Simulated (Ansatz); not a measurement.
MoTe2

Level of theory: DFT, PBE, scalar-relativistic, collinear spin; plane waves to 420 eV with PAW datasets (Ansatz 0.2.0), Γ-centred 10×10×2 mesh, 0.05 eV Gaussian smearing. The datasets are Ansatz's generated set soft_2.

```
Te Mo
1.0
     3.55657    0.00000    0.00000
    -1.77828    3.08008    0.00000
     0.00000    0.00000   15.33988
Te Mo
4 2
Direct
  0.33333 0.66667 0.63213
  0.66667 0.33333 0.13213
  0.33333 0.66667 0.86787
  0.66667 0.33333 0.36787
  0.33333 0.66667 0.25000
  0.66667 0.33333 0.75000
```

The chain of runs began from a cell as deposited in COD, expanded in volume. The relaxation kept the space group but changed the cell's proportions, one axis by 6 % at equal volume, so the results may not describe the measured structure. The database's entry of this formula in the relaxed cell's space group, P6_3/mmc, has axes of 3.518 × 3.518 × 13.974 Å and 24.96 Å³/atom (1963), the relaxed one 3.557 × 3.557 × 15.340 Å and 28.01.

Magnetic state: non-magnetic, site spin moments none.

The run above is the reference. The same cell was run again with other input settings; several of them aren't fit for production, so the rows show the settings' effect and aren't properties of the material.

| keys changed | outcome | ΔE (meV/atom) | P (GPa) | gap on the mesh (eV) | cell moment (μB) | largest force component (eV/Å) | SCF iterations | rough core-seconds | new warnings |
| --- | --- | --- | --- | --- | --- | --- | --- | --- | --- |
| none (reference) | converged | 0.0 | 0.0 | 1.05 | 0.00 | 0.000 | – | – | – |
| accuracy: "high"; hamiltonian.hubbard: {"sites": [{"species": "Mo", "l": "d", "u_eff": 5.0}], "double_counting": "fll"} | converged | – | 10.5 | metal | 4.00 | 1.135 | 17 | 40 | filled band counts differ across k points |
| scf.occupations.width: 0.05 → 0.2 | converged | 0.0 | 0.0 | 1.05 | 0.00 | 0.000 | 11 | 30 | – |
| scf.occupations.method: "gaussian" → "methfessel_paxton"; scf.mixing.algorithm: "anderson"; scf.mixing.beta: 0.1; scf.mixing.ndim: 4; scf.mixing.preconditioner: "resta" | converged | 0.0 | 0.0 | 1.05 | 0.00 | 0.000 | 26 | 80 | – |

ΔE is the energy with the smearing extrapolated to zero. It is left out where the change alters the Hamiltonian or the spin treatment. The varied runs start from atomic densities (corrected by the program's trained start where that serves), with the default search for lower states unless a row changes it.

Question: What happens with these changes: hamiltonian.dispersion: "d3bjatm"?

Answer: outcome converged, P (GPa) -2.4, gap on the mesh (eV) 1.05, cell moment (μB) 0.00, largest force component (eV/Å) 0.029, SCF iterations 11, rough core-seconds 40.

Question: What happens with these changes: kpoints.mp_grid.grid: [10, 10, 2] → [15, 15, 3]; scf.occupations.width: 0.05 → null; scf.occupations.method: "gaussian" → "tetrahedron"?

Answer: outcome converged, ΔE (meV/atom) 0.0, P (GPa) 0.0, gap on the mesh (eV) 0.97, cell moment (μB) 0.00, largest force component (eV/Å) 0.000, SCF iterations 16, rough core-seconds 90, new warnings band table not solved further; tetrahedron derivatives may miss energy slope.

The pair part of a dispersion correction pulls inward (a three-body part mostly pushes out), and in metals and ionic crystals with large ions it often overbinds.

4 further runs (cut off, refused for memory, with changed atoms or starts, or in doubt) are left out.

For this crystal the k-mesh misses a band edge: under PBE at the relaxed cell a band path gives a gap of 0.97 eV where the mesh alone gives 1.05 eV, so gaps on the mesh are upper bounds.

Of the reference: Semilocal functionals underestimate band gaps, commonly by a third or more. No spin–orbit coupling, a notable omission for heavy elements. The structure is built of weakly bound layers, and this functional has no dispersion term, so their spacing and all that hangs on it (volume, the soft elastic constants, low modes, dielectric constants) are poorly given.
